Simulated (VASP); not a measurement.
# Br (Immm) in VASP: notebook

One crystal, Br, is run at these levels: r2SCAN; tasks: single point.

Everything below comes from runs of VASP 6.6.1. Logs are shortened: lines on timing, memory, paths and dates and some standing lists are left out, and cuts for length are marked.

### 1 Starting point

It takes space group Immm (No. 71, orthorhombic). The conventional cell has a = 2.574 Å, b = 3.440 Å, c = 7.156 Å, α = 90.00°, β = 90.00°, γ = 90.00°. Br (site symmetry mmm) has 2 Br at 2.57 Å as nearest neighbours.

### 2 Single point, r2SCAN

Contents of INCAR:

```
SYSTEM = Br
PREC = Accurate ; ENCUT = 450
EDIFF = 1E-4 ; ISMEAR = 0
SIGMA = 0.05 ; LREAL = .False.
LASPH = .True. ; NELM = 100
ALGO = Normal ; ISIF = 2
LWAVE = .False. ; LCHARG = .False.
METAGGA = R2SCAN ; LMIXTAU = .True.
NBANDS = 10 ; ADDGRID = .False.
```

Contents of KPOINTS:

```
regular mesh
0
Gamma
  5 5 5
  0 0 0
```

Contents of POSCAR:

```
Br
1.0
   -1.2867684050      1.7199972000      3.5779911600
    1.2867684050     -1.7199972000      3.5779911600
    1.2867684050      1.7199972000     -3.5779911600
Br
1
Direct
    0.0000000000      0.0000000000      0.0000000000
```

Potentials or basis: VASP PAW PBE potentials, release 64 (Br).

On the command line:

```console
$ cat potpaw_PBE.64/Br/POTCAR > POTCAR
$ mpirun -np 1 vasp_std > vasp.out
```

OUTCAR:

```text
SYSTEM = Br
   PREC = Accurate
   ENCUT = 450
   EDIFF = 1E-4
   ISMEAR = 0
   LREAL = .False.
   LASPH = .True.
   NELM = 100
   ISIF = 2
   METAGGA = R2SCAN

 Found     27 irreducible k-points:

 Following reciprocal coordinates:
            Coordinates               Weight
  0.000000  0.000000  0.000000      1.000000
  0.200000  0.000000 -0.000000      4.000000
  0.400000 -0.000000  0.000000      4.000000
  0.000000  0.200000  0.000000      4.000000
  0.200000  0.200000  0.000000      8.000000
  0.400000  0.200000  0.000000      8.000000
   k-points           NKPTS =     27   k-points in BZ     NKDIM =     27   number of bands    NBANDS=     10
   number of dos      NEDOS =    301   number of ions     NIONS =      1
   total plane-waves  NPLWV =  27000
   dimension x,y,z NGX =    30 NGY =   30 NGZ =   30
   dimension x,y,z NGXF=    60 NGYF=   60 NGZF=   60
   ions per type =               1
   NGX,Y,Z   is equivalent  to a cutoff of  11.95, 11.95, 11.95 a.u.
   NGXF,Y,Z  is equivalent  to a cutoff of  23.90, 23.90, 23.90 a.u.
 SYSTEM =  Br
   PREC   = accura    normal or accurate (medium, high low for compatibility)
   ISTART =      0    job   : 0-new  1-cont  2-samecut
   ICHARG =      2    charge: 1-file 2-atom 10-const
   ISPIN  =      1    spin polarized calculation?
   LNONCOLLINEAR =      F non collinear calculations
   LSORBIT =      F    spin-orbit coupling
   LASPH  =      T    aspherical Exc in radial PAW
   ENCUT  =  450.0 eV  33.07 Ry    5.75 a.u.   7.22  7.22  7.22*2*pi/ulx,y,z
   NELM   =    100;   NELMIN=  2; NELMDL= -5     # of ELM steps
   EDIFF  = 0.1E-03   stopping-criterion for ELM
   LREAL  =      F    real-space projection
   EDIFFG = 0.1E-02   stopping-criterion for IOM
   NSW    =      0    number of steps for IOM
   IBRION =     -1    ionic relax: 0-MD 1-quasi-New 2-CG
   NFREE  =      0    steps in history (QN), initial steepest desc. (CG)
   ISIF   =      2    stress and relaxation
   ISYM   =      2    0-nonsym 1-usesym 2-fastsym
   POTIM  = 0.5000    time-step for ionic-motion
   TEBEG  =    0.0;   TEEND  =   0.0 temperature during run
   PSTRESS=    0.0 pullay stress
   NELECT =       7.0000    total number of electrons
   NUPDOWN=      -1.0000    fix difference up-down
   EMIN   =  10.00;   EMAX   =-10.00  energy-range for DOS
   EFERMI =   0.00;   METHOD = LEGACY
   ISMEAR =     0;   SIGMA  =   0.05  broadening in eV -4-tet -1-fermi 0-gaus
   EFERMI_NEDOS =   21; number of points for ismear=-14 and -15
   IALGO  =     38    algorithm
   IMIX   =      4    mixing-type and parameters
     AMIX     =   0.40;   BMIX     =  1.00
     AMIX_MAG =   1.60;   BMIX_MAG =  1.00
  volume/ion in A,a.u.               =      31.68       213.76
  Fermi-wavevector in a.u.,A,eV,Ry     =   0.989764  1.870383 13.328717  0.979633
  Thomas-Fermi vector in A             =   2.121386
   LORBIT       =      0    0 simple, 1 ext, 2 COOP (PROOUT), +10 PAW based schemes
   METAGGA = R2SCAN    functional components
   LHFCALC =     F    Hartree Fock is set to
   AEXX    =    0.0000 exact exchange contribution
   IVDW    =     0    specifies the selected vdW correction
   LEPSILON=     F    determine dielectric tensor
   LRPA    =     F    only Hartree local field effects (RPA)
 non-spin polarized calculation
 Gauss-broadening in eV      SIGMA  =   0.05
  energy-cutoff  :      450.00
  volume of cell :       31.68
 maximum number of plane-waves:       697
 NGX is ok and might be reduce to    30
   NGX = 15   NGY = 15   NGZ = 15

 number of electron       7.0000000 magnetization

 Free energy of the ion-electron system (eV)
  ---------------------------------------------------
  ext. energy  EPLUGINS =         0.00000000
  ---------------------------------------------------
  free energy    TOTEN  =       -12.76145924 eV

  energy without entropy =      -12.75827960  energy(sigma->0) =      -12.75986942

 E-fermi :  -0.3973     XC(G=0):  -8.6365

 val. band max:       -0.4040318193   @ k =   0.2000   0.2000   0.0000
 cond. band min:      -0.3611802206   @ k =  -0.2000   0.2000   0.0000
 fundamental gap:      0.0428515987
 Fermi energy:        -0.3972634665

 k-point     1 :       0.0000    0.0000    0.0000
  band No.  band energies     occupation
      1     -16.5883      2.00000
      2      -2.1688      2.00000
      3      -1.3670      2.00000
      4       4.0017      0.00000
      5       5.8356      0.00000
      6       9.8503      0.00000
      7      12.6282      0.00000
      8      13.6431      0.00000
      9      15.2131      0.00000
     10      20.8744      0.00000

 k-point     2 :       0.2000    0.0000   -0.0000
  band No.  band energies     occupation
      1     -16.4289      2.00000
      2      -2.7115      2.00000
      3      -2.2311      2.00000
      4       4.0548      0.00000
      5       7.1367      0.00000
      6      10.1854      0.00000
      7      11.8569      0.00000
      8      13.7732      0.00000
      9      19.4993      0.00000
     10      21.3018      0.00000

 k-point     3 :       0.4000   -0.0000    0.0000
  band No.  band energies     occupation
      1     -16.1493      2.00000
      2      -4.1944      2.00000
      3      -2.4793      2.00000
      4       4.1435      0.00000
      5       7.0536      0.00000
      6      11.9116      0.00000
      7      13.9108      0.00000
      8      15.5550      0.00000
      9      18.7926      0.00000
     10      20.7867      0.00000

 k-point     4 :       0.0000    0.2000    0.0000
  band No.  band energies     occupation
      1     -15.8054      2.00000
      2      -1.7822      2.00000
      3      -0.7868      2.00000
      4      -0.4653      1.94579
      5       7.1019      0.00000
      6      10.5171      0.00000
      7      13.6958      0.00000
      8      14.1137      0.00000
      9      16.7187      0.00000
     10      17.5781      0.00000

 k-point     5 :       0.2000    0.2000    0.0000
  band No.  band energies     occupation
      1     -15.6261      2.00000
      2      -2.3514      2.00000
      3      -1.7480      2.00000
      4      -0.4040      1.15182
      5       8.5479      0.00000
      6      10.9408      0.00000
      7      13.3733      0.00000
      8      14.9340      0.00000
      9      16.2412      0.00000
     10      19.2758      0.00000

 k-point     6 :       0.4000    0.2000    0.0000
  band No.  band energies     occupation
      1     -15.3708      2.00000
      2      -3.5096      2.00000
      3      -2.0248      2.00000
      4      -0.2573      0.00008
      5       8.1729      0.00000
      6      12.2147      0.00000
      7      14.3029      0.00000
      8      16.0134      0.00000
      9      17.5350      0.00000
     10      18.5721      0.00000

 [... further k-points ...]

------------------------ aborting loop because EDIFF is reached ----------------------------------------

  FORCE on cell =-STRESS in cart. coord.  units (eV):
  Direction    XX          YY          ZZ          XY          YZ          ZX
  --------------------------------------------------------------------------------------
  -------------------------------------------------------------------------------------
  Total        1.0602749     -0.1155600     -0.0632790     -0.0000000      0.0000000      0.0000000
  in kB       53.6292465     -5.8450829     -3.2006851     -0.0000000      0.0000000      0.0000000
  external PRESSURE =      14.8611595 kB  Pullay stress =       0.0000000 kB

 VOLUME and BASIS-vectors are now :
 -----------------------------------------------------------------------------
  energy-cutoff  :      450.00
  volume of cell :       31.68
      direct lattice vectors                 reciprocal lattice vectors
    -1.286768405  1.719997200  3.577991160     0.000000000  0.290698148  0.139743218
     1.286768405 -1.719997200  3.577991160     0.388570312  0.000000000  0.139743218
     1.286768405  1.719997200 -3.577991160     0.388570312  0.290698148  0.000000000

 POSITION                                       TOTAL-FORCE (eV/Angst)
 -----------------------------------------------------------------------------------
      0.00000      0.00000      0.00000        -0.000000     -0.000000     -0.000000
 -----------------------------------------------------------------------------------
    total drift:                                0.000000     -0.000000     -0.000000

  FREE ENERGIE OF THE ION-ELECTRON SYSTEM (eV)
  ---------------------------------------------------
  free  energy   TOTEN  =       -12.7614592448 eV

  energy  without entropy=      -12.7582796050  energy(sigma->0) =      -12.75986942
```

It took 44 s on 1 thread of Intel Xeon Platinum 8375C at 2.90GHz (Ice Lake), shared host; peak memory 0.16 GiB.

The run converged, but some of its settings lie outside the range that counts as converged, so its numbers aren't taken as properties of the crystal.

Results:

```
Free energy            : -12.7615 eV
Pressure               : 1.5 GPa
Band gap on the k mesh : none (metal or under the smearing width)
```

Caveat: the k mesh is coarse (spacing up to 0.61 Å⁻¹), so the values aren't converged; the PAW data sets were made with another functional, which shifts forces and pressure a little; an odd number of electrons without spin polarisation forces a metal; a magnetic or distorted state may lie lower.

### 3 Single point, r2SCAN

INCAR: that of step 2 with these lines changed.

```diff
@@ -2,3 +2,3 @@
 PREC = Accurate ; ENCUT = 450
-EDIFF = 1E-4 ; ISMEAR = 0
+EDIFF = 1E-5 ; ISMEAR = 0
 SIGMA = 0.05 ; LREAL = .False.
```

KPOINTS is that of step 2.

POSCAR is that of step 2.

Potentials or basis: VASP PAW PBE potentials, release 64 (Br).

On the command line:

```console
$ cat potpaw_PBE.64/Br/POTCAR > POTCAR
$ mpirun -np 1 vasp_std > vasp.out
```

Run time: 43 s. Hardware: 1 thread of Intel Xeon Platinum 8375C at 2.90GHz (Ice Lake), shared host; peak memory 0.16 GiB.

The run converged, but some of its settings lie outside the range that counts as converged, so its numbers aren't taken as properties of the crystal.

Results:

```yaml
Free_energy: -12.7615 eV
Pressure: 1.6 GPa
Band_gap_on_the_k_mesh: none (metal or under the smearing width)
```

Caveat: the k mesh is coarse (spacing up to 0.61 Å⁻¹), so the values aren't converged; the PAW data sets were made with another functional, which shifts forces and pressure a little; an odd number of electrons without spin polarisation forces a metal; a magnetic or distorted state may lie lower.

### 4 Single point, r2SCAN

Contents of INCAR:

```
SYSTEM = Br
PREC = Accurate ; ENCUT = 450
EDIFF = 1E-6 ; ISMEAR = 0
SIGMA = 0.05 ; LREAL = .False.
LASPH = .True. ; NELM = 100
ALGO = Normal ; ISIF = 2
LWAVE = .False. ; LCHARG = .False.
METAGGA = R2SCAN ; LMIXTAU = .True.
NBANDS = 10 ; ADDGRID = .True.
```

KPOINTS is that of step 3.

POSCAR is that of step 3.

On the command line:

```console
$ cat potpaw_PBE.64/Br/POTCAR > POTCAR
$ mpirun -np 1 vasp_std > vasp.out
```

It took 50 s on 1 thread of Intel Xeon Platinum 8375C at 2.90GHz (Ice Lake), shared host; peak memory 0.25 GiB.

The run converged, but some of its settings lie outside the range that counts as converged, so its numbers aren't taken as properties of the crystal.

What came out:

```
Free energy            : -12.7615 eV
Pressure               : 1.6 GPa
Band gap on the k mesh : none (metal or under the smearing width)
```

Caveat: the k mesh is coarse (spacing up to 0.61 Å⁻¹), so the values aren't converged; the PAW data sets were made with another functional, which shifts forces and pressure a little; an odd number of electrons without spin polarisation forces a metal; a magnetic or distorted state may lie lower.

### 5 Single point, r2SCAN

Contents of INCAR:

```
SYSTEM = Br
PREC = Accurate ; ENCUT = 450
EDIFF = 1E-6 ; ISMEAR = 0
SIGMA = 0.05 ; LREAL = .False.
LASPH = .False. ; NELM = 100
ALGO = Normal ; ISIF = 2
LWAVE = .False. ; LCHARG = .False.
METAGGA = R2SCAN ; LMIXTAU = .True.
NBANDS = 10 ; ADDGRID = .False.
```

KPOINTS is that of step 4.

POSCAR is that of step 4.

On the command line:

```console
$ cat potpaw_PBE.64/Br/POTCAR > POTCAR
$ mpirun -np 1 vasp_std > vasp.out
```

Run time: 43 s. Hardware: 1 thread of Intel Xeon Platinum 8375C at 2.90GHz (Ice Lake), shared host; peak memory 0.16 GiB.

These settings aren't checked as converged: the numbers below hold their error.

Results:

```yaml
Free_energy: -12.7767 eV
Pressure: 1.5 GPa
Band_gap_on_the_k_mesh: none (metal or under the smearing width)
```

Caveat: the k mesh is coarse (spacing up to 0.61 Å⁻¹), so the values aren't converged; the PAW data sets were made with another functional, which shifts forces and pressure a little; an odd number of electrons without spin polarisation forces a metal; a magnetic or distorted state may lie lower.

(Continued in part 2 of 2.)
